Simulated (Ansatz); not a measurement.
# Pt (Fm-3m) in Ansatz: relaxation of the atoms with HSEsol

Aim: the relaxation of the atoms of Pt with HSEsol.

All numbers are computed with Ansatz 0.2.0; they aren't measurements. Logs are shortened: lines on timing, memory, paths and dates and some standing lists are left out, and cuts for length are marked.

## 1. The undisturbed crystal

Symmetry: Fm-3m, No. 225, cubic system. The conventional cell has a = 3.922 Å, b = 3.922 Å, c = 3.922 Å, α = 90.00°, β = 90.00°, γ = 90.00°. Pt (site symmetry m-3m) has 12 Pt at 2.77 Å as nearest neighbours.

## 2. Relaxation of the atoms, HSEsol, spin-orbit coupling, no magnetisation (volume scaled by 1.04)

Contents of input.yaml:

```yaml
crystal:
  lattice:
    - [0.0, 1.986704275, 1.986704275]
    - [1.986704275, 0.0, 1.986704275]
    - [1.986704275, 1.986704275, 0.0]
  atoms:
    - { symbol: Pt, position: [0.0, 0.0, 0.0] }
hamiltonian:
  xc:
    exchange: hjs_pbesol
    correlation: pbesol
    exx: { coeff: 0.25, omega: 0.207 }
  pseudopotentials: { kind: paw_fr }
magnetization:
  noncollinear: true
  spin_orbit: true
kpoints:
  mp_grid: { grid: [6, 6, 6] }
scf:
  occupations: { method: methfessel_paxton, width: 0.2 }
output:
  forces: true
  stress: true
  write_density: true
  write_potential: true
  elf: true
  volumetric_format: npy
relax:
  f_tol: 0.01
  max_steps: 40
```

Potentials or basis: Ansatz PAW.

The run is started by

```sh
> ansatz run input.yaml --threads 2 --pin off --max-ram 5632MiB --backend cpu --events-out ev --progress --plain --runs-dir out
```

The log of the run:

```text
Warning: output.stress: scf.convergence.dr2_threshold = 1e-7 eV (the SCF's general default) is looser than the 1e-10 eV advised for a printed stress (1e-10 eV for each atom of the cell: 1). What an SCF threshold leaves in a stress goes as its square root, and in the free energy as the threshold itself, and one threshold admits the most on a small cell: of the crystals measured, under no hybrid functional and no lock of the moments, on runs that ended without the residual-converged pass, on stresses that held no estimate of that error, the worst erred by over 100 MPa in a component at 1e-7 eV an atom and by under 5 at 1e-10. Every solve of this run answers to scf.convergence.dr2_threshold, and the tensor of one is reported: a single SCF on the reported geometry and on this run's grids (its basis.xc_grid and basis.ecutrho_ratio typed), with scf.convergence.dr2_threshold at 1e-10 eV or tighter, prints it and tightens no other solve. Else set scf.convergence.dr2_threshold to 1e-10 eV or tighter. The threshold is an SCF's pass mark: one that does not reach it within its budget of iterations ends unconverged, or closes short of it on a stop that the run arms, and scf.convergence.dr2_threshold's page says what that costs each kind of run
Warning: output.stress: scf.exx.energy_threshold = 1e-6 eV is looser than the 1e-8 eV advised for a stress under a hybrid functional (1e-8 eV for each atom of the cell: 1). Every SCF of the exchange loop can meet its threshold on dr2 while the loop round them stops early: no threshold on dr2 bounds what that leaves in the stress. Every solve of this run answers to scf.exx.energy_threshold, and the tensor of one is reported: a single SCF on the reported geometry and on this run's grids (its basis.xc_grid and basis.ecutrho_ratio typed), with scf.exx.energy_threshold at 1e-8 eV or tighter, prints it and tightens no other solve. Else set scf.exx.energy_threshold to 1e-8 eV or tighter. The threshold is the loop's pass mark: a loop that does not reach it within its budget of cycles ends unconverged, and scf.exx.energy_threshold's page has the law
Warning: RAYON_NUM_THREADS=2 ignored (pool sized by the plan → 2); use --threads N
Engine: ansatz 0.2.0, x86_64-unknown-linux-gnu
Pseudopotentials: kind: paw_fr
Pseudopotential: Pt, paw_fr, valence charge 18, recommended cutoff 420 eV (normal), Pt.paw.azcp#standard-fr
Functional definition: unnamed
  parameter a_1 = 0.25
  parameter omega_1 = 0.207/angstrom
  exchange = pbe_x(mu = 0.12345679012345678) + (-a_1)*hjs_pbesol_x_sr(omega_1) + a_1*exact_x_sr(omega_1)
  correlation = pbe_c(beta = 0.046)
non-collinear run that drives no moment, with spin-orbit: no starting moment large enough to seed its density (crystal.atoms[].spin), no starting occupations that ask for one, no magnetisation constraint and no magnetic field, so the semilocal B_xc is pinned to zero
Crystal: 1 atoms, lattice volume = 15.683 Å³
Basis set: ecut = 420 eV, 331 PW (Γ), exchange–correlation on 40×40×40 points (8 copies of the dense FFT grid, shifted against one another)
Bands: 26, of which v1, the nominal top of the filled ones, is band 18 counted from 1 (17 counted from 0)
Symmetry: 48 space group operations + 48 with time reversal
Magnetic group: BNS 225.117 (UNI 1619), of the structure as read, at distance tolerance 2.5e-5 Å
k-points: 16 of 216
Projection manifold: j_resolved (fully-relativistic pseudo-atomic orbitals)
Non-local potential: Pt, projectors of the file, l = 0: 3, l = 1: 4, l = 2: 4, l = 3: 2
PAW form: soft (Blöchl's): semilocal exchange-correlation on the pseudo side does not see the compensation charge
PAW frozen core: Pt, regenerated for the run's functional, and the local potential with it (the file was generated under x = pbe(κ = 0.804, μ = 0.2195149727645171), c = pbe(β = 0.06672455060314922))
PAW one-centre angular grid: Pt, 590 points (default); XC on 64 Gauss nodes
Initial density: superposition of atomic densities (chi_scale 0.1, normalization cell)
Initial wavefunctions: pseudopotential atomic-orbital guess
Functional: x = pbesol(κ = 0.804, μ = 0.12345679012345678), c = pbesol(β = 0.046), warm-up for x = hjs_pbesol + 0.25 (exact − hjs_pbesol) at short range (ω = 0.207 Å⁻¹), c = pbesol(β = 0.046)
SCF iter   1: F=—  HF=-12418.314471 eV  |F-HF|=—  |Δ(HF+E_count)|=         —  Δρ=9.70e-2  dr2=1.46e0  dr2_m=0.00e0 (ungated)  ethr=1.00e-1  |M|=0.00e0 ∫|m|=0.00e0 μB  |m|>n=0.0e0 m-floor=0.0e0 τ_xc=0.0e0  β_m=0.30  ⟨swp⟩=4.6  Hψ=1292  notcnv=0
preconditioner: auto → none  [insulator: Δε(μ)=0.223 eV  Ē_g=13.452 eV  σ=0.200 eV  W_gap=0.80  n_scr=8 (ndim 8)  ℏωp=29.7 eV  f_vac=0.000  D(μ)=1.12/eV (n_scr^D=14)]
SCF iter   2: F=—  HF=-12417.890707 eV  |F-HF|=—  |Δ(HF+E_count)|=   4.24e-1  S|Δr|=    0.00e0  Δρ=3.89e-2  dr2=1.78e-1  dr2_m=0.00e0 (ungated)  ethr=8.14e-3  |M|=0.00e0 ∫|m|=0.00e0 μB  |m|>n=0.0e0 m-floor=0.0e0 τ_xc=0.0e0  β_m=0.37  ⟨swp⟩=2.7  Hψ=898  notcnv=0
iter 3 solved again at ethr=5.31e-5 eV; its pass at ethr=9.90e-4 eV (dr2=9.55e-3 eV) is discarded
[... 46 lines left out ...]
E sigma→0 (E₀):  -12432.989718 eV
Entropy (-TS):   -0.004062 eV (-4.062 meV/atom)
Fermi energy:    21.538651 eV
--- Per-component energies (eV) ---
  E_band       = -195.956483
  E_kinetic    = 636.035100
  E_local      = -1508.713197  (includes V_loc(G=0)·N_el)
  E_nonlocal   = 192.412853
  E_hartree    = 557.010800
  E_xc         = -207.082775
  E_vxc        = -238.588019  (∫ρ·V_xc dr)
  E_exx        = -63.399908  (= α·E_x^exact, valence–valence)
  E_paw        = -9345.734431  (= ΣΔE_a)
  E_vpaw       = -264.321861  (= ΣTr[D̂ρ^β])
  E_aug_tail   = 0.000163  (compensation charges beyond the density's cutoff)
  E_ewald      = -2691.719915
  E_core_change = -1.795361  (= ΣΔE_core)
  E_smearing   = -0.004062  (= −TS)
  E_closure    = -0.000000  (closes the sum)
  Σ components = -12432.990734   (vs F -12432.990734, Δ=1.82e-12)
--- Forces (eV/Å), atoms counted from 1 ---
  atom   1  Pt    -0.00000000     0.00000000    -0.00000000
  max |Σ_I F_I| component: 1.31e-29 eV/Å
--- Stress (GPa, compression-positive) ---
      -17.841201      -0.000000      -0.000000
       -0.000000     -17.841201       0.000000
       -0.000000      -0.000000     -17.841201
  P = ⅓ Tr σ = -17.8412 GPa (-178.412 kbar)
--- Band table (eV; the first three rows and the last of 16) ---
  k-point 0: bands = ["-80.9429", "-80.9429", "-44.9961", "-44.9961", "-29.5308", "-29.5308", "-29.5308", "-29.5308", "10.9473", "10.9473", "16.7771", "16.7771", "16.7771", "16.7771", "17.9253", "17.9253", "19.6249", "19.6249", "19.6249", "19.6249", "37.4207", "37.4207"]
  k-point 1: bands = ["-80.9345", "-80.9345", "-45.0251", "-45.0251", "-29.6508", "-29.6508", "-29.5556", "-29.5556", "12.0698", "12.0698", "16.6991", "16.6991", "16.9398", "16.9398", "18.2224", "18.2224", "19.3330", "19.3330", "19.7865", "19.7865", "38.4791", "38.4791"]
  k-point 2: bands = ["-80.9172", "-80.9172", "-45.0846", "-45.0846", "-29.8877", "-29.8877", "-29.6067", "-29.6067", "13.6733", "13.6733", "16.7677", "16.7677", "17.9022", "17.9022", "18.1431", "18.1431", "20.3014", "20.3014", "20.9948", "20.9948", "32.7698", "32.7698"]
  k-point 15: bands = ["-80.8972", "-80.8972", "-45.1528", "-45.1528", "-29.9942", "-29.9942", "-29.8294", "-29.8294", "14.8111", "14.8111", "15.3219", "15.3219", "18.1892", "18.1892", "19.9354", "19.9354", "22.2142", "22.2142", "28.0509", "28.0509", "30.0010", "30.0010"]
  guard bands above this table: 4 of the run's 26 bands. The solve was not asked for them (output.publish_guard_bands: true or output.eigenvalues: true publishes all)
--- Relaxed structure (1 steps of the walk, 1 accepted, 0 SCFs on fresh bases) ---
  F+E_penalty+E_count = -12432.99073375 eV   max|allowed force component| = 0.000e0 eV/Å
  atoms:
    - { symbol: Pt, position: [0.0, 0.0, 0.0] }
```

rho_z.tsv:

```text
# z_ang	rho[e/angstrom^3]	m_x[e/angstrom^3]	m_y[e/angstrom^3]	m_z[e/angstrom^3]	m_norm[e/angstrom^3]
# format = ansatz-planar-average/11
# lattice	0.000000000	1.986704275	1.986704275
# lattice	1.986704275	0.000000000	1.986704275
# lattice	1.986704275	1.986704275	0.000000000
# sites	1
# site	78	0.000000000	0.000000000	0.000000000
0.000000	2.274287e0	0.000000e0	0.000000e0	0.000000e0	0.000000e0
0.140481	2.208294e0	0.000000e0	0.000000e0	0.000000e0	0.000000e0
0.280962	2.014826e0	0.000000e0	0.000000e0	0.000000e0	0.000000e0
0.421444	1.714467e0	0.000000e0	0.000000e0	0.000000e0	0.000000e0
0.561925	1.354217e0	0.000000e0	0.000000e0	0.000000e0	0.000000e0
0.702406	9.985359e-1	0.000000e0	0.000000e0	0.000000e0	0.000000e0
[... 12 lines left out ...]
2.528662	2.014826e0	0.000000e0	0.000000e0	0.000000e0	0.000000e0
2.669143	2.208294e0	0.000000e0	0.000000e0	0.000000e0	0.000000e0
```

v_z.tsv:

```text
# z_ang	v_es[eV]	v_tot[eV]	b_x[eV]	b_y[eV]	b_z[eV]
# format = ansatz-planar-average/11
# xc	{"exchange":"hjs_pbesol","correlation":"pbesol","exx":{"coeff":0.25,"omega":0.207}}
# density_cutoff_ev	1680
# datasets	Pt=:simpson_from_first_knot:soft:fock:shift=-934845
# lattice	0.000000000	1.986704275	1.986704275
# lattice	1.986704275	0.000000000	1.986704275
# lattice	1.986704275	1.986704275	0.000000000
# sites	1
# site	78	0.000000000	0.000000000	0.000000000
0.000000	-1.389816e0	-1.490613e1	0.000000e0	0.000000e0	0.000000e0
0.140481	-8.026661e-1	-1.421744e1	0.000000e0	0.000000e0	0.000000e0
0.280962	9.001759e-1	-1.221023e1	0.000000e0	0.000000e0	0.000000e0
0.421444	3.561924e0	-9.052461e0	0.000000e0	0.000000e0	0.000000e0
0.561925	6.959156e0	-5.004238e0	0.000000e0	0.000000e0	0.000000e0
0.702406	1.079934e1	-4.255183e-1	0.000000e0	0.000000e0	0.000000e0
[... 12 lines left out ...]
2.528662	9.001759e-1	-1.221023e1	0.000000e0	0.000000e0	0.000000e0
2.669143	-8.026661e-1	-1.421744e1	0.000000e0	0.000000e0	0.000000e0
```

Run time: 22 s. Hardware: 2 threads of Intel Xeon 6975P-C (Granite Rapids), shared host; peak memory 0.76 GiB.

What came out:

| Item | Value |
| --- | --- |
| Free energy | -12432.9907 eV |
| Pressure after relaxing | -17.8 GPa |
| Band gap on the k mesh | none (metal or under the smearing width) |

Final structure:
```
CELL_PARAMETERS angstrom
0.00000 1.98670 1.98670
1.98670 0.00000 1.98670
1.98670 1.98670 0.00000
ATOMIC_POSITIONS crystal
Pt 0.00000 0.00000 0.00000
```

Caveat: the k mesh is coarse (spacing up to 0.46 Å⁻¹), so the values aren't converged, least of all with exact exchange; the relaxation stopped at its first step, so nothing moved; the PAW data sets come from PBE, with cores solved anew for the run's functional, which leaves a small shift of forces and pressure; the thresholds are loose for stress.
